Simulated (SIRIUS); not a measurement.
## Sc in SIRIUS: convergence with density tol

Input of the first run (density tol 0.01); the others differ in this setting and in those tied to it:

Contents of sirius.json:

```json
{
  "control": {
    "processing_unit": "cpu",
    "verbosity": 2,
    "num_bands_to_print": 19,
    "print_forces": true,
    "print_stress": true
  },
  "parameters": {
    "electronic_structure_method": "pseudopotential",
    "xc_functionals": ["XC_GGA_X_PBE", "XC_GGA_C_PBE"],
    "gk_cutoff": 9.5,
    "pw_cutoff": 19.0,
    "ngridk": [6, 6, 4],
    "shiftk": [0, 0, 0],
    "smearing": "fermi_dirac",
    "smearing_width": 0.0018374661,
    "num_bands": 19,
    "num_mag_dims": 0,
    "num_dft_iter": 100,
    "energy_tol": 0.01,
    "density_tol": 0.01
  },
  "iterative_solver": {
    "type": "davidson",
    "min_tolerance": 1e-10
  },
  "mixer": {
    "type": "anderson",
    "beta": 0.7,
    "max_history": 8
  },
  "settings": {
    "tol_ne": 1e-10
  },
  "unit_cell": {
    "lattice_vectors": [
      [6.253103746387, 0.0, 0.0],
      [-3.126551873193, 5.415346696828, 0.0],
      [0.0, 0.0, 9.965092772989]
    ],
    "atom_coordinate_units": "lattice",
    "atom_types": ["Sc"],
    "atom_files": {
      "Sc": "Sc.json"
    },
    "atoms": {
      "Sc": [
        [0.6666666667, 0.3333333333, 0.75],
        [0.3333333333, 0.6666666667, 0.25]
      ]
    }
  }
}
```

Potentials or basis: SSSP 1.3.0 PBE efficiency.

The run is started by

```sh
$ upf_to_json Sc_ONCV_PBE-1.0.oncvpsp.upf
$ OMP_NUM_THREADS=1 sirius.scf --input=sirius.json --output=out.json --task=0
```

Hardware: 1 thread of Arm Neoverse V1, on a shared host.

```tsv
density tol	energy less the tightest run, at zero smearing (meV/atom)	SCF cycles	CPU time (s)	peak memory (GiB)
0.01	0.00	19	53	0.37
0.001	0.00	19	53	0.37
0.0001	0.00	19	51	0.37
1e-05	0.00	19	52	0.37
1e-06	0.00	19	52	0.37
1e-07	0.00	23	61	0.37
```

Against the tightest run, the energy stays within 1 meV/atom from 0.01 on. The tightest run that finished is the yardstick and may itself not be fully converged.

Caveat, for the tightest run too: the k mesh is coarse (spacing up to 0.37 Å⁻¹), so the values aren't converged.
